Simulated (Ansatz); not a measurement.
# NiO and a variant

Base: an entry of the Crystallography Open Database (COD), whose atoms a relaxation with PBE at fixed cell left in place.

```xyz
2
Lattice="0.0000 2.0950 2.0950 2.0950 0.0000 2.0950 2.0950 2.0950 0.0000" Properties=species:S:1:pos:R:3 pbc="T T T"
Ni    0.0000    0.0000    0.0000
O     2.0950    2.0950    2.0950
```

Atom numbers follow the list; atoms alike are taken as one site, whose name carries the number of the first.

Level of theory: DFT, PBE, plane waves and PAW, scalar-relativistic, collinear spin, 420 eV cutoff, Γ-centred 19×19×19 k-points, Fermi–Dirac smearing 0.05 eV (Ansatz 0.2.0). Start moments as typed (μB): 2 on each Ni, none on the rest.

Gradients in 10²¹ V/m²:

```csv
site,atoms,V_zz base,η base,V_zz variant,η variant
Ni,1,0.00,–,0.41,0.00
O,2,0.00,–,-0.70,0.00
```

(1) Which change was made?
A. z compressed by 1 %, ions relaxed
B. volume scaled by 0.98, ions relaxed
C. z stretched by 3 %, ions relaxed
D. volume scaled by 1.06, ions relaxed

Results:

(1) C. The largest change of V_zz is on O, from 0.00 to -0.70.

Semilocal functionals can leave a metal where correlation in the d or f shell opens a gap in the real compound, and that would change the values at and beside Ni. Measured NiO orders antiferromagnetically, but in this run all moments are parallel, as the start or the cell imposes: fields and spin densities carried over to other atoms belong to this order alone, and gaps, moments and gradients can differ too.
For the variant: With no gap above 0.1 eV, as in a metal, the gradients converge slowly in k; expect changes of a tenth or more on a denser mesh. With these PAW files V_zz is typically within 2 to 3 % of all-electron values, but misses above 10 % occur on Ni.
